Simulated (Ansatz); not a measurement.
Input for Ansatz (plane-wave DFT, PAW):

```yaml
crystal:
  lattice:
    - [0.0, 3.4092663298, 3.4092663298]
    - [3.4092663298, 0.0, 3.4092663298]
    - [3.4092663298, 3.4092663298, 0.0]
  atoms:
    - { symbol: Ti, position: [0.5, 0.5, 0.5], spin: -0.71 }
    - { symbol: Ti, position: [0.75, 0.75, 0.75], spin: -0.71 }
    - { symbol: Co, position: [0.125, 0.125, 0.125], spin: 1.69 }
    - { symbol: Co, position: [0.625, 0.125, 0.125], spin: 1.69 }
    - { symbol: Co, position: [0.125, 0.125, 0.625], spin: 1.69 }
    - { symbol: Co, position: [0.125, 0.625, 0.125], spin: 1.69 }
basis:
  ecutwfc: 500
kpoints:
  mp_grid: { grid: [10, 10, 10] }
hamiltonian:
  xc: r2scan
scf:
  occupations: { method: gaussian, width: 0.1 }
output:
  forces: true
  stress: true
  eigenvalues: true
  populations: true
magnetization:
  spin_polarized: true
```

Launched with
```bash
ansatz run input.yaml --threads 1 --pin off --max-ram 2560MiB --backend cpu --events-out ev --progress --plain --runs-dir out
```

Level of theory: Ansatz 0.2.0, DFT r2SCAN, scalar-relativistic, plane waves, PAW.

Abridged output:

```
Pseudopotentials: kind: paw
Pseudopotential: Ti, paw, valence charge 12, recommended cutoff 500 eV (meta_gga)
Pseudopotential: Co, paw, valence charge 17, recommended cutoff 500 eV (meta_gga)
Functional definition: r2SCAN
Crystal: 6 atoms, lattice volume = 79.252 Å³
Basis set: ecut = 500 eV, 1989 PW (Γ), exchange–correlation on 144×144×144 points (64 copies of the dense FFT grid, shifted against one another)
Bands: 61, of which v1, the nominal top of the filled ones, is band 46 counted from 1 (45 counted from 0)
Symmetry: 48 space group operations
Space group: Fd-3m (ITA 227), of the structure as read, at distance tolerance 4.3e-5 Å
Magnetic group: BNS 227.128 (UNI 1630), of the structure as read, at distance tolerance 4.3e-5 Å
k-points: 47 of 1000
Initial density: superposition of atomic densities (chi_scale 0.1, normalization cell)
Starting moments: Σ|m| = 8.18 μB on 6 of 6 sites
Initial wavefunctions: pseudopotential atomic-orbital guess
Functional: x = r2scan, c = r2scan; τ floored in thin density (d = 2e-4 eV/Å³)
SCF iter   1: F=—  HF=-25535.812833 eV  |F-HF|=—  |Δ(HF+E_count)|=         —  Δρ=6.66e-2 (↑3.21e-2 ↓6.66e-2) dr2=6.33e0  dr2_τ=4.41e-2  dr2_m=3.02e-1  M=4.874 μB ∫|m|=7.975 μB  β_m=1.00  ethr=3.10e-3  ⟨swp⟩=4.8  Hψ=16805  notcnv=0  defer=40
Mixer restart at iter 1: flushing history
spin=Collinear: Kerker preconditioning applied to the charge; magnetization (m = ρ↑ − ρ↓) channel mixes plain (no charge-response kernel on spin).
SCF iter   2: F=—  HF=-25534.221396 eV  |F-HF|=—  |Δ(HF+E_count)|=    1.59e0  Δρ=2.49e-2 (↑2.42e-2 ↓2.49e-2) dr2=3.32e0  dr2_τ=2.44e-2  dr2_m=3.12e-2  M=4.644 μB ∫|m|=8.274 μB  β_m=1.00  ethr=3.10e-3  ⟨swp⟩=2.5  Hψ=9830  notcnv=0  defer=535  κ⁻¹=1.0e0(r=1)
SCF iter   3: F=—  HF=-25534.959248 eV  |F-HF|=—  |Δ(HF+E_count)|=   7.38e-1  Δρ=1.85e-2 (↑1.85e-2 ↓1.79e-2) dr2=2.29e0  dr2_τ=2.31e-3  dr2_m=1.92e-3  M=4.499 μB ∫|m|=8.398 μB  β_m=1.00  ethr=3.10e-3  ⟨swp⟩=2.0  Hψ=6715  notcnv=0  defer=560  κ⁻¹=5.4e-2(r=2)
SCF iter   4: F=—  HF=-25536.068662 eV  |F-HF|=—  |Δ(HF+E_count)|=    1.11e0  Δρ=9.12e-3 (↑8.57e-3 ↓9.12e-3) dr2=4.48e-1  dr2_τ=3.21e-3  dr2_m=7.32e-4  M=4.268 μB ∫|m|=8.511 μB  β_m=1.00  ethr=2.48e-3  ⟨swp⟩=3.2  Hψ=10059  notcnv=0  defer=543  κ⁻¹=1.4e-2(r=3)
SCF iter   5: F=—  HF=-25536.092605 eV  |F-HF|=—  |Δ(HF+E_count)|=   2.39e-2  Δρ=7.15e-3 (↑6.33e-3 ↓7.15e-3) dr2=1.37e-1  dr2_τ=2.55e-3  dr2_m=1.48e-3  M=4.256 μB ∫|m|=8.521 μB  β_m=1.00  ethr=4.87e-4  ⟨swp⟩=2.2  Hψ=7159  notcnv=0  defer=502  κ⁻¹=6.2e-3(r=4)
SCF iter   6: F=—  HF=-25536.199244 eV  |F-HF|=—  |Δ(HF+E_count)|=         —  Δρ=6.71e-3 (↑2.26e-3 ↓6.71e-3) dr2=2.42e-2  dr2_τ=4.33e-4  dr2_m=8.78e-3  M=4.249 μB ∫|m|=8.809 μB  β_m=1.00  ethr=1.48e-4  ⟨swp⟩=2.2  Hψ=10098  notcnv=0  defer=502
Mixer restart at iter 6: flushing history
SCF iter   7: F=—  HF=-25536.206796 eV  |F-HF|=—  |Δ(HF+E_count)|=   7.55e-3  Δρ=5.45e-3 (↑1.84e-3 ↓5.45e-3) dr2=2.85e-2  dr2_τ=4.14e-4  dr2_m=3.49e-3  M=4.216 μB ∫|m|=8.962 μB  β_m=1.00  ethr=2.63e-5  ⟨swp⟩=1.4  Hψ=5774  notcnv=0  defer=502  κ⁻¹=1.0e0(r=1)
SCF iter   8: F=—  HF=-25536.209768 eV  |F-HF|=—  |Δ(HF+E_count)|=   2.97e-3  Δρ=4.36e-3 (↑1.73e-3 ↓4.36e-3) dr2=2.36e-2  dr2_τ=2.79e-4  dr2_m=1.72e-3  M=4.201 μB ∫|m|=9.023 μB  β_m=1.00  ethr=2.63e-5  ⟨swp⟩=1.0  Hψ=5734  notcnv=0  defer=502  κ⁻¹=1.8e-1(r=2)
SCF iter   9: F=—  HF=-25536.213220 eV  |F-HF|=—  |Δ(HF+E_count)|=   3.45e-3  Δρ=1.22e-3 (↑8.34e-4 ↓1.22e-3) dr2=2.68e-3  dr2_τ=2.27e-5  dr2_m=7.22e-5  M=4.187 μB ∫|m|=9.091 μB  β_m=1.00  ethr=2.56e-5  ⟨swp⟩=2.1  Hψ=8556  notcnv=0  defer=502  κ⁻¹=1.3e-3(r=3)
SCF iter  10: F=—  HF=-25536.212907 eV  |F-HF|=—  |Δ(HF+E_count)|=   3.13e-4  Δρ=9.50e-4 (↑5.50e-4 ↓9.50e-4) dr2=7.77e-4  dr2_τ=1.54e-5  dr2_m=4.56e-5  M=4.184 μB ∫|m|=9.084 μB  β_m=1.00  ethr=2.91e-6  ⟨swp⟩=2.2  Hψ=8786  notcnv=0  defer=502  κ⁻¹=5.3e-4(r=4)
SCF iter  11: F=—  HF=-25536.213645 eV  |F-HF|=—  |Δ(HF+E_count)|=   7.38e-4  Δρ=5.83e-4 (↑3.54e-4 ↓5.83e-4) dr2=2.17e-4  dr2_τ=4.92e-6  dr2_m=2.29e-5  M=4.181 μB ∫|m|=9.078 μB  β_m=1.00  ethr=8.44e-7  ⟨swp⟩=2.3  Hψ=8535  notcnv=0  defer=502  κ⁻¹=4.8e-4(r=5)
SCF iter  12: F=—  HF=-25536.214125 eV  |F-HF|=—  |Δ(HF+E_count)|=   4.81e-4  Δρ=4.49e-4 (↑2.21e-4 ↓4.49e-4) dr2=1.85e-4  dr2_τ=1.43e-6  dr2_m=1.85e-5  M=4.176 μB ∫|m|=9.069 μB  β_m=1.00  ethr=2.36e-7  ⟨swp⟩=2.0  Hψ=8563  notcnv=0  defer=504  κ⁻¹=2.8e-4(r=6)
SCF iter  13: F=—  HF=-25536.214366 eV  |F-HF|=—  |Δ(HF+E_count)|=   2.41e-4  Δρ=3.21e-4 (↑1.42e-4 ↓3.21e-4) dr2=1.08e-4  dr2_τ=9.87e-7  dr2_m=1.08e-5  M=4.172 μB ∫|m|=9.060 μB  β_m=1.00  ethr=2.01e-7  ⟨swp⟩=2.0  Hψ=7630  notcnv=0  defer=503  κ⁻¹=6.7e-5(r=7)
SCF iter  14: F=—  HF=-25536.214466 eV  |F-HF|=—  |Δ(HF+E_count)|=   1.01e-4  Δρ=1.24e-4 (↑8.51e-5 ↓1.24e-4) dr2=2.30e-5  dr2_τ=2.42e-7  dr2_m=6.40e-7  M=4.172 μB ∫|m|=9.043 μB  β_m=1.00  ethr=1.17e-7  ⟨swp⟩=2.0  Hψ=9054  notcnv=0  defer=499  κ⁻¹=7.5e-6(r=8)
SCF iter  15: F=—  HF=-25536.214478 eV  |F-HF|=—  |Δ(HF+E_count)|=   1.18e-5  Δρ=4.22e-5 (↑4.04e-5 ↓4.22e-5) dr2=3.06e-6  dr2_τ=3.18e-8  dr2_m=4.19e-8  M=4.172 μB ∫|m|=9.043 μB  β_m=1.00  ethr=2.50e-8  ⟨swp⟩=2.0  Hψ=7494  notcnv=0  defer=499  κ⁻¹=5.6e-6(r=8)
SCF iter  16: F=—  HF=-25536.214481 eV  |F-HF|=—  |Δ(HF+E_count)|=   2.64e-6  Δρ=3.31e-5 (↑2.32e-5 ↓3.31e-5) dr2=1.34e-6  dr2_τ=1.13e-8  dr2_m=3.38e-8  M=4.172 μB ∫|m|=9.042 μB  β_m=1.00  ethr=3.33e-9  ⟨swp⟩=1.5  Hψ=6611  notcnv=0  defer=499  κ⁻¹=2.7e-6(r=8)
SCF iter  17: F=—  HF=-25536.214484 eV  |F-HF|=—  |Δ(HF+E_count)|=   2.81e-6  Δρ=2.00e-5 (↑1.34e-5 ↓2.00e-5) dr2=2.68e-7  dr2_τ=3.98e-9  dr2_m=2.43e-8  M=4.172 μB ∫|m|=9.043 μB  β_m=1.00  ethr=1.46e-9  ⟨swp⟩=2.0  Hψ=8944  notcnv=0  defer=500  κ⁻¹=7.2e-6(r=8)
SCF iter  18: F=—  HF=-25536.214484 eV  |F-HF|=—  |Δ(HF+E_count)|=   6.39e-7  Δρ=1.57e-5 (↑7.30e-6 ↓1.57e-5) dr2=2.36e-7  dr2_τ=2.06e-9  dr2_m=1.88e-8  M=4.171 μB ∫|m|=9.042 μB  β_m=1.00  ethr=2.91e-10  ⟨swp⟩=2.1  Hψ=10122  notcnv=0  defer=500  κ⁻¹=1.3e-5(r=8)
SCF iter  19: F=—  HF=-25536.214485 eV  |F-HF|=—  |Δ(HF+E_count)|=   2.91e-7  Δρ=3.36e-6 (↑2.32e-6 ↓3.36e-6) dr2=7.18e-9  dr2_τ=2.36e-10  dr2_m=1.94e-9  M=4.171 μB ∫|m|=9.041 μB  β_m=1.00  ethr=2.57e-10  ⟨swp⟩=2.0  Hψ=8933  notcnv=0  defer=499  κ⁻¹=1.1e-5(r=8)
SCF iter  20: F=—  HF=-25536.214485 eV  |F-HF|=—  |Δ(HF+E_count)|=   6.17e-8  Δρ=1.85e-6 (↑1.67e-6 ↓1.85e-6) dr2=2.47e-9  dr2_τ=1.21e-10  dr2_m=1.45e-10  M=4.171 μB ∫|m|=9.041 μB  β_m=1.00  ethr=7.80e-12  ⟨swp⟩=2.3  Hψ=10020  notcnv=0  defer=499  κ⁻¹=9.5e-7(r=8)
SCF iter  21: F=-25536.214485 eV  HF=-25536.214485 eV  |F-HF|=7.61e-8  |Δ(HF+E_count)|=   3.41e-8  Δρ=6.85e-6 (↑2.73e-6 ↓6.85e-6) dr2=8.48e-8  dr2_τ=3.90e-10  dr2_m=3.60e-9  M=4.171 μB ∫|m|=9.041 μB  ethr=2.69e-12  ⟨swp⟩=7.4  Hψ=21655  notcnv=0
SCF 1 converged in 21 iterations: F = -25536.214485 eV  dr2 = 8.48e-8
this state was not tested for a lower state beside it, because the mixer in use, unlike msr1, does not test its closes by its own steps (another_mixer; see scf.mixing.algorithm and scf.lower_state_search)
SCF converged after 21 iterations
Magnetization: 4.1712 μB (48.0856 up, 43.9144 down)
Absolute magnetization: 9.0424 μB (∫|ρ↑−ρ↓|, with the PAW one-centre terms)
Spin contamination: 1.4933 ħ² per cell (⟨S²⟩ above its minimum at these occupations)
Per-site moments (μB) at R_I (Å): [(-0.77795189, 1.16606090), (-0.77795189, 1.16606090), (1.64532718, 0.99442007), (1.64532718, 0.99442007), (1.64532718, 0.99442007), (1.64532718, 0.99442007)]
Free energy (F): -25536.214485 eV
Harris-Foulkes:  -25536.214485 eV  (|F-HF|=7.61e-8)
Internal energy: -25536.193574 eV  (E = F + TS)
E sigma→0 (E₀):  -25536.204029 eV
Entropy (-TS):   -0.020910 eV (-3.485 meV/atom)
Fermi energy:    16.258765 eV
--- Per-component energies (eV) ---
  E_band       = -1539.865093
  E_kinetic    = 2358.052360
  E_local      = -14682.104514  (includes V_loc(G=0)·N_el)
  E_nonlocal   = 1828.594010
  E_hartree    = 6221.831378
  E_xc         = -816.979589
  E_vxc        = -1186.514671  (∫ρ·V_xc dr)
  E_paw        = -8202.152509  (= ΣΔE_a)
  E_vpaw       = -2379.008685  (= ΣTr[D̂ρ^β])
  E_aug_tail   = 0.000315  (compensation charges beyond the density's cutoff)
  E_vtau       = 77.484046  (kinetic-family band-sum trace: ∫τ·v_τ [+ j·A + Jᵃ·Aᵃ] dr)
  E_ewald      = -12241.747287
  E_core_change = -1.687739  (= ΣΔE_core)
  E_smearing   = -0.020910  (= −TS)
--- Forces (eV/Å), atoms counted from 1 ---
  atom   1  Ti     0.00000000     0.00000000     0.00000000
  atom   2  Ti     0.00000000     0.00000000     0.00000000
  atom   3  Co     0.00000000     0.00000000     0.00000000
  atom   4  Co     0.00000000     0.00000000     0.00000000
  atom   5  Co     0.00000000     0.00000000     0.00000000
  atom   6  Co     0.00000000     0.00000000     0.00000000
--- Stress (GPa, compression-positive) ---
       -9.201372       0.000000       0.000000
        0.000000      -9.201372       0.000000
        0.000000       0.000000      -9.201372
  P = ⅓ Tr σ = -9.2014 GPa (-92.014 kbar)
--- Band table (eV; the first three rows and the last of 94) ---
  k-point 0 ↑: bands = ["-84.0558", "-84.0047", "-84.0047", "-84.0047", "-46.0011", "-45.9173", "-45.9173", "-45.9173", "-45.8888", "-45.8888", "-45.7635", "-45.7635", "-45.7635", "-45.6395", "-45.6395", "-45.6395", "-43.0058", "-42.9400", "-18.2175", "-18.2175", "-18.2175", "-18.0646", "-18.0646", "-18.0646", "7.7920", "10.6795", "11.2235", "11.2235", "11.2235", "11.9783", "11.9783", "11.9783", "12.2419", "12.2419", "13.7154", "13.7154", "13.7294", "13.7294", "13.7294", "14.1174", "14.1174", "14.1174", "15.1032", "15.1032", "15.2852", "15.2852", "15.2852", "15.6334", "15.6334", "15.6334", "17.1478", "17.1478", "17.1478", "17.1805", "18.8295", "18.8295", "21.7513", "21.7513", "21.7513", "23. ...
  k-point 1 ↑: bands = ["-84.0549", "-84.0056", "-84.0047", "-84.0047", "-45.9954", "-45.9157", "-45.9150", "-45.9150", "-45.8874", "-45.8874", "-45.7663", "-45.7663", "-45.7635", "-45.6471", "-45.6405", "-45.6405", "-43.0045", "-42.9413", "-18.2192", "-18.2192", "-18.2171", "-18.0655", "-18.0629", "-18.0629", "7.9021", "10.7248", "11.2309", "11.2557", "11.2557", "11.9525", "12.0056", "12.0056", "12.2634", "12.2634", "13.6338", "13.6338", "13.7176", "13.7176", "13.7259", "14.0135", "14.0696", "14.0696", "14.8918", "14.8918", "15.2851", "15.3779", "15.3779", "15.4854", "15.8763", "15.8763", "16.4590", "17.1178", "17.1178", "17.8343", "18.8144", "18.8144", "21.1526", "21.6452", "21.6452", "23. ...
  k-point 2 ↑: bands = ["-84.0523", "-84.0082", "-84.0047", "-84.0047", "-45.9807", "-45.9096", "-45.9096", "-45.9092", "-45.8821", "-45.8821", "-45.7746", "-45.7746", "-45.7635", "-45.6691", "-45.6431", "-45.6431", "-43.0008", "-42.9446", "-18.2235", "-18.2235", "-18.2165", "-18.0674", "-18.0585", "-18.0585", "8.2240", "10.8377", "11.2612", "11.3469", "11.3469", "11.8804", "12.0760", "12.0760", "12.3384", "12.3384", "13.4094", "13.4094", "13.6980", "13.6980", "13.7169", "13.7293", "13.9457", "13.9457", "14.5593", "14.5593", "14.8392", "15.2848", "15.6941", "15.6941", "16.1211", "16.1991", "16.1991", "17.0392", "17.0392", "18.3756", "18.7855", "18.7855", "20.2168", "21.3129", "21.3129", "23. ...
  k-point 46 ↓: bands = ["-81.4200", "-81.4200", "-81.3915", "-81.3915", "-43.8481", "-43.8481", "-43.3566", "-43.3566", "-43.2899", "-43.2899", "-43.2414", "-43.2414", "-43.2378", "-43.2378", "-43.1855", "-43.1855", "-43.1173", "-43.1173", "-19.1445", "-19.1445", "-19.0276", "-19.0276", "-18.9101", "-18.9101", "10.6769", "10.6769", "11.8270", "11.8270", "13.2338", "13.2338", "13.4598", "13.4598", "14.0122", "14.0122", "14.2355", "14.2355", "14.3635", "14.3635", "14.7557", "14.7557", "14.9200", "14.9200", "15.7904", "15.7904", "16.7738", "16.7738", "16.8333", "16.8333", "17.0992", "17.0992", "17.4462", "17.4462", "18.0961", "18.0961", "18.1793", "18.1793", "18.3981", "18.3981", "21.6502", "2 ...
--- Löwdin populations: 6 sites ---
  site symbol q [e]    m [muB]
     0     Ti     11.8153    -0.9686
     1     Ti     11.8153    -0.9686
     2     Co     16.7620     1.6277
     3     Co     16.7620     1.6277
     4     Co     16.7620     1.6277
     5     Co     16.7620     1.6277
  spilling = 0.014363 (of n_electrons = 92.000000)
```

Self-consistency was reached.

Time: 4.7 min on 1 thread of Intel(R) Xeon(R) Processor @ 2.50GHz (Skylake/Cascade Lake), with other jobs on the host, peak memory 0.9 GiB.

The state reached may not be the lowest one.